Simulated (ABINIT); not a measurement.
HfC:

```
Hf C
1.0
     0.00000    2.32500    2.32500
     2.32500    0.00000    2.32500
     2.32500    2.32500    0.00000
Hf C
1 1
Cartesian
  2.3250 2.3250 2.3250
  0.0000 0.0000 0.0000
```

Base run:

| Item | Value |
| --- | --- |
| Program | ABINIT 10.8.3 (patched build) |
| Functional | SOGGA |
| Potentials or basis | JTH PAW PBE v2.0 |
| Cutoff | 544 eV |
| k mesh | 10 × 10 × 10 |
| Occupations | fermi-dirac, width 0.05 eV |
| Spin | spin-orbit coupling, no magnetisation |

Its results: band gap on the k mesh none (metal or under the smearing width); pressure -8.2 GPa.

**Question.** The run is repeated on the same cell with these changes: functional from SOGGA to HCTH407. What comes out?

**Answer.** Band gap on the k mesh none (metal or under the smearing width); pressure -5.4 GPa.

Caveats: the PAW data sets were made with another functional, which shifts forces and pressure a little.
